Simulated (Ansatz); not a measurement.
A relaxed cell of GaAs is given with its symmetry left out. The cell was found from a structure generator's guess, not taken from experiment.

Level of theory: DFT PBE, scalar-relativistic, plane waves, PAW in Ansatz. Cutoff 420 eV, Γ-centred mesh, Gaussian smearing, no spin polarisation.

```yaml
crystal:
  lattice:
    - [0.00000, 2.69578, 2.69578]
    - [2.69578, 0.00000, 2.69578]
    - [2.69578, 2.69578, 0.00000]
  atoms:
    - { symbol: Ga, position: [0.00000, 0.00000, 0.00000] }
    - { symbol: As, position: [0.50000, 0.50000, 0.50000] }
```

Energies over the elements count from the elements' standard structures at the same level, with no fitted energy shifts.

(1) What space group does it have?

(2) How far does it lie from the elements in energy?

(3) Is it a metal?

Answers

(1) Fm-3m (No. 225), the rock salt type. Conventional cell: a = 5.392 Å. Ga is surrounded by 6 As at 2.70 Å; As has 6 Ga at 2.70 Å.

(2) −0.03 eV/atom. The formation energy is too near zero to say whether this cell lies below the elements.

(3) Yes, bands cross the Fermi level on the 10×10×4 mesh.

The last run used a 10×10×4 mesh (in the run's order of axes) for its 8-atom cell and Gaussian smearing of 0.10 eV. The end has I4/mmm (No. 139) at a tolerance of 0.01 Å; the cell shown is made exact in the group found at 0.05 Å. For metals, differences of a few meV/atom aren't resolved. The reference form of As is held partly by dispersion forces, which this level lacks. Symmetry constrained the relaxation, so the result can be a saddle point.
